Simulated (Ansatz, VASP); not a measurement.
# One calculation of GaP, two programs

File INCAR:

```
SYSTEM = GaP
  ALGO = Normal
  EDIFF = 1E-6
  ENCUT = 520
  GGA = CA
  ISIF = 2
  ISMEAR = 0
  LASPH = .TRUE.
  LCHARG = .FALSE.
  LREAL = .FALSE.
  LWAVE = .FALSE.
  NBANDS = 16
  NELM = 100
  PREC = Accurate
  SIGMA = 0.05
```

Contents of KPOINTS:

```
k-points
0
G
  8 8 8
  0 0 0
```

Contents of POSCAR:

```
GaP
1.0
    0.0000000000      2.8070075000      2.7252500000
    2.7252500000      0.0000000000      2.7252500000
    2.7252500000      2.8070075000      0.0000000000
Ga P
1 1
Direct
    0.0000000000      0.0000000000      0.0000000000
    0.7500000000      0.7500000000      0.7500000000
```

Input for Ansatz:

```yaml
crystal:
  lattice:
    - [0.0, 2.8070075, 2.72525]
    - [2.72525, 0.0, 2.72525]
    - [2.72525, 2.8070075, 0.0]
  atoms:
    - { symbol: Ga, position: [0.0, 0.0, 0.0] }
    - { symbol: P, position: [0.75, 0.75, 0.75] }
basis:
  ecutwfc: 420
kpoints:
  mp_grid: { grid: [8, 8, 8] }
hamiltonian:
  xc: lda
scf:
  occupations: { method: gaussian, width: 0.05 }
output:
  forces: true
  stress: true
  eigenvalues: true
```

Change from the starting cell: strain +0.0300 x Voigt [0, 1, 0, 0, 0, 0], atoms carried along.

Alike in both runs: task single point; functional LDA; k mesh 8 × 8 × 8; occupations gaussian, width 0.05 eV; no spin polarisation.

```csv
,VASP,Ansatz
version,VASP 6.6.1,Ansatz 0.2.0
potentials or method,"VASP PAW LDA potentials, release 64 (Ga_d, P)","scalar-relativistic, plane waves, PAW"
plane-wave cutoff (eV),520,420
valence electrons in the cell,18,18
```

|  | VASP | Ansatz | Ansatz less VASP |
| --- | --- | --- | --- |
| gap on the k mesh at the Fermi level (eV) | 1.33 | 1.30 | -0.028 |
| least direct gap on the mesh (eV) | 1.33 | 1.30 | -0.028 |
| pressure (GPa) | -4.8 | -4.9 | -0.07 |
| largest component of the traceless stress (GPa) | 1.60 | 1.60 | +0.001 |

A k mesh can miss the band edges.
